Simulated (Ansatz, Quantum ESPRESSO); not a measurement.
One calculation of NaI, 3 ways

```xyz
2
Lattice="0.0000 3.2364 3.2364 3.2364 0.0000 3.2364 3.2364 3.2364 0.0000" Properties=species:S:1:pos:R:3 pbc="T T T"
I     3.2364    3.2364    3.2364
Na    0.0000    0.0000    0.0000
```

Alike in all runs: task band structure; functional PBEsol; k mesh 7 × 7 × 7; occupations fermi-dirac, width 0.05 eV; no spin polarisation; no spin-orbit coupling. Pressure is positive in compression and, in plane waves, holds the error of the finite cutoff, which Ansatz's Pulay term estimates and takes out. Gaps are the smaller of the mesh's and the band path's.

```
                               program and potentials  plane-wave cutoff (eV)                                                                                          notes  band gap (eV)  pressure (GPa)
                                   Ansatz, Ansatz PAW                     420  potentials made for PBE, which Ansatz adapts in part; 13 valence electrons an atom on average           3.51           -0.51
       Ansatz, all-electron LAPW, scalar-relativistic                       -                                                                                              -           3.51           -0.50
Quantum ESPRESSO, PseudoDojo 0.4.1 SR PBEsol standard                    1197                                                         8 valence electrons an atom on average           3.51           -0.52
```

All agree on the band gap. The pressure spans -0.52 (Quantum ESPRESSO, PseudoDojo 0.4.1 SR PBEsol standard) to -0.50 GPa (Ansatz, all-electron LAPW, scalar-relativistic), with all-electron results at -0.50. Spin-orbit coupling, left out here, moves the band edges of heavy atoms.

The functional is the same throughout but for its coding, so the spread measures potentials, basis and numerics; runs on potential files found faulty are left out.
